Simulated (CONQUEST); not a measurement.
Crystal: Ba.

```
Ba
1.0
     5.01300    0.00000    0.00000
     0.00000    5.01300    0.00000
     0.00000    0.00000    5.01300
Ba
2
Direct
  0.00000 0.00000 0.00000
  0.50000 0.50000 0.50000
```

| Quantity | Value |
| --- | --- |
| Program | CONQUEST 1.3 |
| Task | single point |
| Functional | PBE |
| Potentials or basis | PseudoDojo NC PBE, DZP, grid cutoff 120 Ha |
| k mesh | 6 × 6 × 6 |
| Occupations | fermi-dirac, width 0.05 eV |
| Spin | no spin polarisation |

On this cell: pressure 0.3 GPa; largest force zero by symmetry; band gap on the k mesh none (metal or under the smearing width).

The same run follows on a disturbed copy (atoms of the box moved at random, drawn with an rms of 0.05 Å):

```
Ba
1.0
     5.01300    0.00000    0.00000
     0.00000    5.01300    0.00000
     0.00000    0.00000    5.01300
Ba
2
Cartesian
  0.0152 0.0073 0.0318
  2.5218 2.5101 2.5210
```

Problem. What changes?

Solution. The energy (extrapolated to zero smearing) moves by +0.2 meV/atom; pressure 0.3 GPa; largest force 0.030 eV/Å; band gap on the k mesh none (metal or under the smearing width).

Forces on the atoms (eV/Å):
```
Ba  -0.001 -0.006 -0.029
Ba  -0.002  0.005  0.025
```

Caveats: the basis of atomic orbitals isn't converged, which shifts pressures, moduli and gaps; the box holds several primitive cells, so bands are folded and the points are those of the box's own zone (some runs).
